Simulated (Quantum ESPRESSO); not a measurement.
# BN (P6_3/mmc) in Quantum ESPRESSO: notebook

One crystal, BN, is run at these levels: LDA, PBE; tasks: phonon dispersion, phonons.

Everything below comes from runs of Quantum ESPRESSO 7.5. Logs are shortened: lines on timing, memory, paths and dates and some standing lists are left out, and cuts for length are marked.

**1. Starting point**

The structure is hexagonal, space group P6_3/mmc (No. 194). The conventional cell has a = 2.498 Å, b = 2.498 Å, c = 6.636 Å, α = 90.00°, β = 90.00°, γ = 120.00°. N (site symmetry -6m2) has 3 B at 1.44 Å as nearest neighbours. B (site symmetry -6m2) is surrounded by 3 N at 1.44 Å.

(Continued in part 2 of 4.)
